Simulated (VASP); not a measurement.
Li2O under changes of volume

One of the cells (8.567 Å³/atom); the others are scaled copies at fixed shape and fractional positions:

```
O Li
1.0
     0.00000    2.34226    2.34226
     2.34226    0.00000    2.34226
     2.34226    2.34226    0.00000
O Li
1 2
Direct
  0.00000 0.00000 0.00000
  0.25000 0.25000 0.25000
  0.75000 0.75000 0.75000
```

The cell comes from a database or a generator and needn't be the stable form of this composition.

* Program: VASP 6.6.1
* Functional: PBE
* Potentials or basis: VASP PAW PBE potentials, release 64 (O, Li_sv)
* Cutoff: 520 eV
* k mesh: 10 × 10 × 10
* Occupations: fermi-dirac, width 0.05 eV
* Spin: no spin polarisation

| volume (Å³/atom) | energy over the lowest point (meV/atom) | gap on the mesh (eV) |
| --- | --- | --- |
| 7.895 | 4.91 | 5.05 |
| 8.063 | ? | ? |
| 8.231 | 0.00 | 4.97 |
| 8.567 | 2.23 | 4.89 |
| 8.735 | 5.58 | 4.84 |
| 8.903 | 10.25 | 4.71 |

Task: What does the run at 8.063 Å³/atom give?

Result: Energy over the lowest point 1.47 meV/atom; gap on the mesh 5.01 eV.

Worked out: A Birch-Murnaghan fit of order 3 (a polynomial in V^(-2/3)) to the other rows has its minimum at 8.28 Å³/atom with B0 = V·E''(V) = 81 GPa and B' = 4.1. It gives 1.47 meV/atom at 8.063 Å³/atom, against the run's 1.47. A parabola through the other rows of the gap, of slope -1.23 eV per unit of ln V there, gives 5.02 eV, against the run's 5.01.

Energies are extrapolated to zero smearing.

Caveats: the cutoff is under 1.25 times the usual one of these potentials, so pressure, stress and relaxed cells hold a basis-set (Pulay) error.

A mesh can miss the band edges.
